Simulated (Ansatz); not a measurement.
# Mg2O3: the cost of one run

Program: Ansatz 0.2.0. Level of theory: DFT PBE, scalar-relativistic, plane waves, PAW. These are calculated values, not measurements.

2 further runs of the same task are left out: 2 set aside as unsound or not needed.

### 1 The starting structure

It takes space group R-3c (No. 167, trigonal). Conventional cell: a = 5.370 Å, b = 5.370 Å, c = 14.662 Å, α = 90.00°, β = 90.00°, γ = 120.00°. Around Mg (site symmetry 3) lie 6 O at 2.09 to 2.22 Å. O (site symmetry 2) is surrounded by 4 Mg at 2.09 to 2.22 Å.

Coordinates:

```
Mg O
1.0
     2.68507    1.55023    4.88723
    -2.68507    1.55023    4.88723
     0.00000   -3.10045    4.88723
Mg O
4 6
Direct
  0.85218 0.85218 0.85218
  0.64782 0.64782 0.64782
  0.14782 0.14782 0.14782
  0.35218 0.35218 0.35218
  0.05625 0.44375 0.75000
  0.75000 0.05625 0.44375
  0.44375 0.75000 0.05625
  0.94375 0.55625 0.25000
  0.25000 0.94375 0.55625
  0.55625 0.25000 0.94375
```

This is candidate A: corundum type (R-3c, No. 167).

(A quick probe on a coarse mesh, which set the mesh and smearing, is not shown.)

### 3 Rough relaxation on the coarse mesh (candidate A)

Contents of input.yaml:

```yaml
crystal:
  lattice:
    - [2.6850685501, 1.5502250502, 4.8872279795]
    - [-2.6850685501, 1.5502250502, 4.8872279795]
    - [0.0, -3.1004501004, 4.8872279795]
  atoms:
    - { symbol: Mg, position: [0.85218, 0.85218, 0.85218] }
    - { symbol: Mg, position: [0.64782, 0.64782, 0.64782] }
    - { symbol: Mg, position: [0.14782, 0.14782, 0.14782] }
    - { symbol: Mg, position: [0.35218, 0.35218, 0.35218] }
    - { symbol: O, position: [0.05625, 0.44375, 0.75], spin: 0.67 }
    - { symbol: O, position: [0.75, 0.05625, 0.44375], spin: 0.67 }
    - { symbol: O, position: [0.44375, 0.75, 0.05625], spin: 0.67 }
    - { symbol: O, position: [0.94375, 0.55625, 0.25], spin: 0.67 }
    - { symbol: O, position: [0.25, 0.94375, 0.55625], spin: 0.67 }
    - { symbol: O, position: [0.55625, 0.25, 0.94375], spin: 0.67 }
basis:
  ecutwfc: 420
kpoints:
  mp_grid: { grid: [6, 6, 6] }
hamiltonian:
  xc: pbe
scf:
  occupations: { method: gaussian, width: 0.1 }
  lower_state_search: "off"
output:
  forces: true
  stress: true
  eigenvalues: true
  populations: true
magnetization:
  spin_polarized: true
relax:
  adjacent_minimum: "off"
  f_tol: 0.04
  max_steps: 70
  cell: { stress_tol: 0.4 }
```

Command:

```bash
$ ansatz run input.yaml --threads 1 --pin off --max-ram 2560MiB --backend cpu --events-out ev --progress --plain --runs-dir out
```

Q: Estimate wall time and peak memory on 1 thread of Intel Xeon Platinum 8375C at 2.90GHz (Ice Lake), shared host.

About 2.4 min, with a peak of 0.62 GiB.
